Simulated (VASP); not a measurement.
# BN: molecular dynamics with a thermostat

BN, P4_2/mnm (no. 136), 16 atoms in the cell. PBE, molecular dynamics; PAW potentials N, B (PBE set).

Ensemble: Nose-Hoover; Target temperature (K): 1600.

## Input

INCAR:
```
SYSTEM = BN
GGA = PE ; PREC = Normal
ENCUT = 400 ; EDIFF = 1E-6
NELMIN = 4 ; NELM = 60
ALGO = Normal ; LREAL = Auto
LASPH = .TRUE. ; ISMEAR = 0
SIGMA = 0.05 ; ISYM = 0
LWAVE = .FALSE. ; LCHARG = .FALSE.
IBRION = 0 ; NSW = 60
POTIM = 1.0 ; TEBEG = 1600
ISIF = 2 ; RANDOM_SEED = 223710 0 0
MDALGO = 2 ; SMASS = 0
KPAR = 2
```

KPOINTS:
```
k-points
0
Monkhorst-Pack
  2 2 2
```

POSCAR:
```
BN
1.0
    4.4242230000      0.0000000000      0.0000000000
    0.0000000000      4.4242230000      0.0000000000
    0.0000000000      0.0000000000      5.1007120000
N B
8 8
Direct
    0.1873990000      0.1873990000      0.2500000000
    0.1873990000      0.1873990000      0.7500000000
    0.6873990000      0.3126010000      0.0000000000
    0.6873990000      0.3126010000      0.5000000000
    0.3126010000      0.6873990000      0.0000000000
    0.3126010000      0.6873990000      0.5000000000
    0.8126010000      0.8126010000      0.2500000000
    0.8126010000      0.8126010000      0.7500000000
    0.8257170000      0.1742830000      0.2500000000
    0.8257170000      0.1742830000      0.7500000000
    0.6742830000      0.6742830000      0.0000000000
    0.6742830000      0.6742830000      0.5000000000
    0.3257170000      0.3257170000      0.0000000000
    0.3257170000      0.3257170000      0.5000000000
    0.1742830000      0.8257170000      0.2500000000
    0.1742830000      0.8257170000      0.7500000000
```

Commands:
```
cat potpaw_PBE.64/N/POTCAR potpaw_PBE.64/B/POTCAR > POTCAR
mpirun -np 2 vasp_std > vasp.out
```

## Result

- Mean temperature (K): 1676
- Rise of the mean potential energy above the start (meV/atom): 235.2
- Electronic steps per ionic step after the first: 5.9

Course of the run:

| Time (fs) | Temperature (K) | Potential energy less the first (meV/atom) |
|---|---|---|
| 1 | 1600 | 0.0 |
| 6 | 736 | 109.4 |
| 10 | 273 | 176.2 |
| 15 | 1162 | 124.4 |
| 19 | 2194 | 144.4 |
| 24 | 2361 | 321.2 |
| 28 | 2394 | 411.4 |
| 33 | 2084 | 488.7 |
| 37 | 2178 | 466.3 |
| 42 | 2673 | 312.6 |
| 46 | 2140 | 223.3 |
| 51 | 1044 | 207.7 |
| 55 | 1179 | 122.9 |
| 60 | 1049 | 64.0 |

REPORT:
```
MDALGO =   2
               SCALING =       0
                 CNEXP =     9.000   14.000
           RANDOM_SEED =            223710                0                0

   original number of atomic DOF:         45
   number of independent constraints:      0
   number of active DOF:                  45

========================================
         MD step No.       1
========================================

  Atomic velocities initialized by STEP_tb

  >Energies
                    E_tot             E_pot             E_kin               EPS                ES
   e_b>   -0.13492015E+03   -0.13802164E+03    0.31014894E+01    0.00000000E+00    0.00000000E+00

  >Temperature
               T_sim     T_inst
   tmprt>   1600.000   1599.603

  >Thermostat:
           s(n+1) sdot(n+1)      s(n)   sdot(n)        Qs
   s_b>  -0.00000  -0.00001   0.00000   0.00000   0.24791

           RANDOM_SEED =            223710               96                0

[... steps left out ...]

========================================
         MD step No.      60
========================================

  >Energies
                    E_tot             E_pot             E_kin               EPS                ES
   e_b>   -0.13490901E+03   -0.13699840E+03    0.20329565E+01    0.46949094E+00   -0.41305523E+00

  >Temperature
               T_sim     T_inst
   tmprt>   1600.000   1048.504

  >Thermostat:
           s(n+1) sdot(n+1)      s(n)   sdot(n)        Qs
   s_b>  -0.02568   0.03857  -0.06657   0.04321   0.24791

           RANDOM_SEED =            223710               96                0
```

OSZICAR:
```
N       E                     dE             d eps       ncg     rms          rms(c)
DAV:   1     0.224274219615E+03    0.22427E+03   -0.29560E+04   328   0.123E+03
DAV:   2    -0.132522837263E+03   -0.35680E+03   -0.34370E+03   422   0.282E+02
DAV:   3    -0.146069090577E+03   -0.13546E+02   -0.13475E+02   400   0.603E+01
DAV:   4    -0.146240391858E+03   -0.17130E+00   -0.17099E+00   408   0.688E+00
DAV:   5    -0.146243473374E+03   -0.30815E-02   -0.30801E-02   400   0.846E-01    0.191E+01
DAV:   6    -0.138704824620E+03    0.75386E+01   -0.24652E+01   400   0.209E+01    0.918E+00
DAV:   7    -0.138143980220E+03    0.56084E+00   -0.11646E+00   416   0.521E+00    0.562E+00
DAV:   8    -0.138026483316E+03    0.11750E+00   -0.38677E-01   400   0.304E+00    0.539E-01
DAV:   9    -0.138020375726E+03    0.61076E-02   -0.20369E-02   400   0.678E-01    0.239E-01
DAV:  10    -0.138021606004E+03   -0.12303E-02   -0.32388E-03   432   0.283E-01    0.775E-02
DAV:  11    -0.138021615606E+03   -0.96018E-05   -0.58085E-04   400   0.109E-01    0.228E-02
DAV:  12    -0.138021638133E+03   -0.22527E-04   -0.35889E-05   400   0.361E-02    0.120E-02
[... left out ...]
     59 T=  1149. E= -.13491150E+03 F= -.13700194E+03 E0= -.13700194E+03  EK= 0.22278E+01 SP= -.69E+00 SK= 0.56E+00
[... last step whole ...]
       N       E                     dE             d eps       ncg     rms          rms(c)
DAV:   1    -0.136997905452E+03    0.40348E-02   -0.49708E-03   576   0.315E+00    0.494E-02
DAV:   2    -0.136998416206E+03   -0.51075E-03   -0.51878E-03   384   0.416E-01    0.401E-02
DAV:   3    -0.136998411410E+03    0.47965E-05   -0.45722E-05   400   0.393E-02    0.290E-02
DAV:   4    -0.136998404524E+03    0.68859E-05   -0.24667E-05   400   0.296E-02    0.135E-02
DAV:   5    -0.136998404456E+03    0.67848E-07   -0.43499E-06   336   0.111E-02
     60 T=  1049. E= -.13490901E+03 F= -.13699840E+03 E0= -.13699840E+03  EK= 0.20330E+01 SP= -.41E+00 SK= 0.47E+00
```

Limits: 60 fs of 16 atoms are too short for converged averages; the cell is only 4.4 Å across, so each atom moves in step with near copies of itself.

VASP 6.6.1 took 283 s on 2 cores (AMD EPYC 7R43 (Zen 3)), a shared host.
